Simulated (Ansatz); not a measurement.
Level of theory: Ansatz, DFT PBE, scalar-relativistic, plane waves, PAW. Settings: cutoff 420 eV, Γ-centred meshes spaced at most about 0.3 Å⁻¹, and about 0.25 Å⁻¹ or finer for metals (2π included), Gaussian smearing. No spin polarisation in the final relaxations.

These are static total energies at zero pressure. All come from trial cells, and lower structures may exist.

Task: Order these relaxed structures of C by energy, lowest first, with the energy over the lowest of them.
1.

```
C
1.0
     2.60547    0.00000    0.00000
    -1.30274    2.25640    0.00000
     0.00000    0.00000    2.80039
C
3
Direct
  0.50000 0.50000 0.83333
  0.50000 0.00000 0.50000
  0.00000 0.50000 0.16667
```

2.

```
C
1.0
    -2.06156    2.06156    2.06156
     2.06156   -2.06156    2.06156
     2.06156    2.06156   -2.06156
C
4
Direct
  0.75000 0.75000 0.75000
  0.50000 0.00000 0.75000
  0.00000 0.75000 0.50000
  0.75000 0.50000 0.00000
```

Result: 1 (0 meV/atom), 2 (53 meV/atom). Forms: 1 P6_222; 2 I4_132. Counting all near atoms (those within 1.25 times the shortest such distance or 1.15 times the sum of covalent radii, 1.27 where that leaves under three): cell 1 has C 4; cell 2 has C 3.

Cells relaxed within their symmetry can be saddle points. The part of the Crystallography Open Database at hand lists C in space groups No. 58, 69, 71, 141, 166 and others; no cell shown has one of them. Some types were kept out of the candidates beforehand, so the set may lack a known form.
